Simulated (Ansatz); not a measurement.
**What spin–orbit coupling does to the bands of BAs**

```
B As
1.0
     0.00000    2.38850    2.38850
     2.38850    0.00000    2.38850
     2.38850    2.38850    0.00000
B As
1 1
Direct
  0.00000 0.00000 0.00000
  0.75000 0.75000 0.75000
```

Atom numbers follow the list: B1, As2.

Conventional cell: a = 4.777 Å, b = 4.777 Å, c = 4.777 Å, α = 90.00°, β = 90.00°, γ = 90.00°. B (atom 1) has 4 As at 2.07 Å as nearest neighbours. As (atom 2) is surrounded by 4 B at 2.07 Å.

The cell is COD entry 9008833, as deposited and not checked against the literature; nothing was relaxed.

Methods: DFT, PBE, all-electron LAPW, scalar-relativistic (Ansatz 0.2.0); DFT, PBE, all-electron LAPW, Dirac equation with spin-orbit coupling (Ansatz 0.2.0).

Settings: a Γ-centred 15×15×15 k mesh, Fermi–Dirac smearing of 0.03 eV, basis error target 0.25 meV/atom, no spin polarisation.

Levels between -4 and 3 eV, each run counted from its own valence-band top. Scalar levels are listed once for both spins; with the coupling every spinor state is counted. Levels near the edges of the range can cross them.

At Γ (0.000, 0.000, 0.000) the scalar-relativistic levels are 0.00 (×3). What are they with spin–orbit coupling?

-0.21 (×2), 0.00 (×4).

At U (-0.375, -0.375, 0.250) the scalar-relativistic levels are -3.48, 2.05. What are they with spin–orbit coupling?

-3.55 (×2), 1.98, 1.99.

At X (-0.500, -0.500, 0.000) the scalar-relativistic levels are 1.44, 1.45. What are they with spin–orbit coupling?

1.38 (×2), 1.39 (×2).

Without the coupling the gap is 1.19 eV. And with it?

1.12 eV, indirect from Γ to the line Γ–X (-0.5, -0.5, 0).
